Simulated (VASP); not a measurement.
## PbO (strained rocksalt): a r²SCAN single-point calculation in VASP

INCAR

```
LCHARG = .FALSE.
IBRION = -1
LREAL = .FALSE.
NBANDS = 17
LASPH = .TRUE.
METAGGA = R2SCAN
NSW = 0
EDIFF = 1E-7
ISIF = 2
ENCUT = 520
LWAVE = .FALSE.
ALGO = Normal
ISMEAR = -1
SIGMA = 0.02
PREC = Accurate
NELM = 120
```

KPOINTS

```
KPOINTS created by Atomic Simulation Environment
0
Gamma
8 8 8
0 0 0
```

KPOINTS_OPT

```
special points
9
Reciprocal
0.0000000000 0.0000000000 0.0000000000 1
0.5000000000 0.0000000000 0.5000000000 1
0.6250000000 0.2500000000 0.6250000000 1
0.3750000000 0.3750000000 0.7500000000 1
0.5000000000 0.5000000000 0.5000000000 1
0.5000000000 0.2500000000 0.7500000000 1
0.5000000000 0.4500000000 0.5500000000 1
0.1140950000 0.1164550000 -0.4524740000 1
-0.0633140000 0.0441080000 0.4916990000 1
```

POSCAR

```
Pb O
 1.0000000000000000
     0.0000000000000000    2.4537755714000000    2.7434185644000002
     2.4537755714000000    0.0000000000000000    2.7434185644000002
     2.4537755714000000    2.4537755714000000    0.0000000000000000
 Pb  O
   1   1
Cartesian
  0.0000000000000000  0.0000000000000000  0.0000000000000000
  2.4537755713999996  2.4537755713999996  2.7434185643999998
```

VASP ran with the recommended PBE PAW datasets (20 valence electrons in the cell).

Command

```
mpirun -np 1 vasp_std
```

From OUTCAR

```
k-points           NKPTS =     59   k-points in BZ     NKDIM =     59   number of bands    NBANDS=     17

   NELECT =      20.0000    total number of electrons

   dimension x,y,z NGX =    28 NGY =   28 NGZ =   28
   dimension x,y,z NGXF=    56 NGYF=   56 NGZF=   56

  energy-cutoff  :      520.00
  volume of cell :       33.04
      direct lattice vectors                 reciprocal lattice vectors
     0.000000000  2.453775571  2.743418564    -0.203767617  0.203767617  0.182254362
     2.453775571  0.000000000  2.743418564     0.203767617 -0.203767617  0.182254362
     2.453775571  2.453775571  0.000000000     0.203767617  0.203767617 -0.182254362

 k-points in reciprocal lattice and weights: KPOINTS created by Atomic Simulation Env
   0.00000000  0.00000000  0.00000000       0.002
   0.12500000  0.00000000  0.00000000       0.016
   0.25000000  0.00000000  0.00000000       0.016
   0.37500000  0.00000000  0.00000000       0.016
   0.50000000  0.00000000  0.00000000       0.008
   0.12500000  0.12500000  0.00000000       0.004
   0.25000000  0.12500000  0.00000000       0.016
   0.37500000  0.12500000  0.00000000       0.016
   ...

 E-fermi :   7.9223

 k-point     1 :       0.0000    0.0000    0.0000
  band No.  band energies     occupation
      1     -12.1133      2.00000
      2      -9.7068      2.00000
      3      -9.6540      2.00000
      4      -9.6540      2.00000
      5      -9.5525      2.00000
      6      -9.4244      2.00000
      7      -0.1501      2.00000
      8       4.1737      2.00000
      9       4.1737      2.00000
     10       4.7420      2.00000
     11      15.1466      0.00000
     12      17.7733      0.00000
     13      17.7733      0.00000
     14      18.2884      0.00000
     15      19.6240      0.00000
     16      19.8966      0.00000
     17      19.8966      0.00000

 k-point     2 :       0.1250    0.0000    0.0000
  band No.  band energies     occupation
      1     -12.0091      2.00000
      2      -9.6885      2.00000
      3      -9.6583      2.00000
      4      -9.6396      2.00000
      5      -9.5545      2.00000
      6      -9.4469      2.00000
      7      -0.4737      2.00000
      8       4.2887      2.00000
      9       4.4882      2.00000
     10       4.8829      2.00000
     11      13.7965      0.00000
     12      15.8692      0.00000
     13      16.9047      0.00000
     14      17.8309      0.00000
     15      20.3991      0.00000
     16      20.4590      0.00000
     17      21.5279      0.00000

 k-point     3 :       0.2500    0.0000    0.0000
  band No.  band energies     occupation
      1     -11.7414      2.00000
      2      -9.6868      2.00000
      3      -9.6731      2.00000
      4      -9.6166      2.00000
      5      -9.5206      2.00000
      6      -9.4883      2.00000
      7      -1.1007      2.00000
      8       4.5821      2.00000
      9       4.6962      2.00000
     10       5.6758      2.00000
     11      11.2997      0.00000
     12      14.0201      0.00000
     13      15.4450      0.00000
     14      17.6930      0.00000
     15      21.4932      0.00000
     16      21.5731      0.00000
     17      23.1062      0.00000

 k-point     4 :       0.3750    0.0000    0.0000
  band No.  band energies     occupation
      1     -11.4421      2.00000
      2      -9.7315      2.00000
      3      -9.6937      2.00000
      4      -9.6305      2.00000
      5      -9.4914      2.00000
      6      -9.4530      2.00000
      7      -1.6020      2.00000
      8       4.7743      2.00000
      9       4.9041      2.00000
     10       6.6718      2.00000
     11       9.2585      0.00000
     12      12.7617      0.00000
     13      14.2870      0.00000
     14      18.0266      0.00000
     15      22.8391      0.00000
     16      22.8590      0.00000
     17      23.1489      0.00000

 k-point     5 :       0.5000    0.0000    0.0000
  band No.  band energies     occupation
      1     -11.3047      2.00000
      2      -9.7563      2.00000
      3      -9.7090      2.00000
      4      -9.6469      2.00000
      5      -9.4817      2.00000
      6      -9.4213      2.00000
      7      -1.7852      2.00000
      8       4.8036      2.00000
      9       5.0482      2.00000
     10       7.4131      2.00000
     11       8.1761      0.00001
     12      12.2981      0.00000
     13      13.8480      0.00000
     14      18.3351      0.00000
     15      22.5674      0.00000
     16      23.7569      0.00000
     17      24.3501      0.00000

 k-point     6 :       0.1250    0.1250    0.0000
  band No.  band energies     occupation
      1     -12.0635      2.00000
      2      -9.7195      2.00000
      3      -9.6270      2.00000
      4      -9.6270      2.00000
      5      -9.5105      2.00000
      6      -9.4159      2.00000
      7      -0.2771      2.00000
      8       4.0766      2.00000
      9       4.0766      2.00000
     10       5.1305      2.00000
     11      12.8437      0.00000
     12      16.7481      0.00000
     13      16.7481      0.00000
     14      17.1742      0.00000
     15      21.3098      0.00000
     16      21.6154      0.00000
     17      21.6154      0.00000

 k-point     7 :       0.2500    0.1250    0.0000
  band No.  band energies     occupation
      1     -11.9383      2.00000
      2      -9.7110      2.00000
      3      -9.6191      2.00000
      4      -9.5975      2.00000
      5      -9.4486      2.00000
      6      -9.4280      2.00000
      7      -0.6098      2.00000
      8       4.1158      2.00000
      9       4.1765      2.00000
     10       5.5010      2.00000
     11      11.1879      0.00000
     12      14.7173      0.00000
     13      15.8844      0.00000
     14      18.1232      0.00000
     15      20.9400      0.00000
     16      22.7943      0.00000
     17      23.9508      0.00000

 k-point     8 :       0.3750    0.1250    0.0000
  band No.  band energies     occupation
      1     -11.6967      2.00000
      2      -9.6839      2.00000
      3      -9.6390      2.00000
      4      -9.5886      2.00000
      5      -9.4548      2.00000
      6      -9.3883      2.00000
      7      -1.1356      2.00000
      8       4.2012      2.00000
      9       4.3940      2.00000
     10       6.2148      2.00000
     11       9.7165      0.00000
     12      13.1262      0.00000
     13      14.8642      0.00000
     14      18.9278      0.00000
     15      21.1322      0.00000
     16      23.8866      0.00000
     17      24.0238      0.00000

 k-point     9 :       0.5000    0.1250    0.0000
  band No.  band energies     occupation
      1     -11.4576      2.00000
      2      -9.6862      2.00000
      3      -9.6626      2.00000
      4      -9.6131      2.00000
      5      -9.4728      2.00000
      6      -9.3711      2.00000
      7      -1.5280      2.00000
      8       4.0725      2.00000
      9       4.7766      2.00000
     10       7.2389      2.00000
     11       8.6380      0.00000
     12      12.1727      0.00000
     13      14.1226      0.00000
     14      19.4722      0.00000
     15      21.5411      0.00000
     16      23.7810      0.00000
     17      24.3729      0.00000

 k-point    10 :      -0.3750    0.1250    0.0000
  band No.  band energies     occupation
      1     -11.3684      2.00000
      2      -9.7086      2.00000
      3      -9.6961      2.00000
      4      -9.6239      2.00000
      5      -9.5049      2.00000
      6      -9.3993      2.00000
      7      -1.6515      2.00000
      8       4.0818      2.00000
      9       5.0296      2.00000
     10       7.6477      2.00000
     11       8.6768      0.00000
     12      11.9104      0.00000
     13      14.0104      0.00000
     14      19.2840      0.00000
     15      22.3024      0.00000
     16      22.5913      0.00000
     17      24.0593      0.00000

 k-point    11 :      -0.2500    0.1250    0.0000
  band No.  band energies     occupation
      1     -11.5141      2.00000
      2      -9.7162      2.00000
      3      -9.6944      2.00000
      4      -9.6041      2.00000
      5      -9.5433      2.00000
      6      -9.4669      2.00000
      7      -1.4603      2.00000
      8       4.2719      2.00000
      9       4.9696      2.00000
     10       6.6332      2.00000
     11      10.6323      0.00000
     12      12.3349      0.00000
     13      14.6934      0.00000
     14      18.8008      0.00000
     15      21.1743      0.00000
     16      22.2209      0.00000
     17      23.5652      0.00000

 ...

  Total        3.4412137      3.4412137      0.0053135      0.0000000      0.0000000      0.0000000
  in kB      166.8900635    166.8900635      0.2576899      0.0000000      0.0000000      0.0000000
  external PRESSURE =     111.3459390 kB  Pullay stress =       0.0000000 kB

 POSITION                                       TOTAL-FORCE (eV/Angst)
 -----------------------------------------------------------------------------------
      0.00000      0.00000      0.00000        -0.000000      0.000000      0.000000
      2.45378      2.45378      2.74342         0.000000     -0.000000     -0.000000
 -----------------------------------------------------------------------------------
    total drift:                                0.000000      0.000000      0.000000

  FREE ENERGIE OF THE ION-ELECTRON SYSTEM (eV)
  ---------------------------------------------------
  free  energy   TOTEN  =       -64.0971702096 eV

  energy  without entropy=      -64.0971701821  energy(sigma->0) =      -64.09717020
```

```
gap between bands v and c : 0.04 eV
least direct gap          : 0.17 eV
pressure                  : 11.1 GPa
```

Band v is the last that the valence electrons fill when counted band by band, and c is the next.

The run took about 70 s on one core of a shared host (Intel Xeon 6975P-C) and held 0.2 GiB at most.
